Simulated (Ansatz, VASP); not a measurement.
## GaAs: VASP beside Ansatz

```
Ga As
1.0
     0.00000    2.81614    2.81614
     2.81614    0.00000    2.81614
     2.81614    2.81614    0.00000
Ga As
1 1
Direct
  0.00000 0.00000 0.00000
  0.75000 0.75000 0.75000
```

Alike in both runs: functional PBEsol; k mesh 8 × 8 × 8; no spin polarisation.

Ansatz relaxed the structure, and its values are those at the end. VASP's run is a single point on that final structure, the one shown.

|  | VASP | Ansatz |
| --- | --- | --- |
| version | VASP 6.6.1 | Ansatz 0.2.0 |
| potentials or method | VASP PAW PBE potentials, release 64 (Ga_d, As) | PAW with Ansatz's default frozen-core files, scalar-relativistic |
| plane-wave cutoff (eV) | 520 | 420 |
| occupations | gaussian, width 0.01 eV | fixed |
| valence electrons in the cell | 18 | 28 |

VASP gave:

* pressure (GPa): 1.2

Q: Estimate Ansatz's values.

A: Pressure (GPa): 1.0.

The two sets of potentials don't hold the same shells in valence.

Caveats: the PAW data sets were made with another functional, which shifts forces and pressure a little (VASP). A k mesh can miss the band edges.
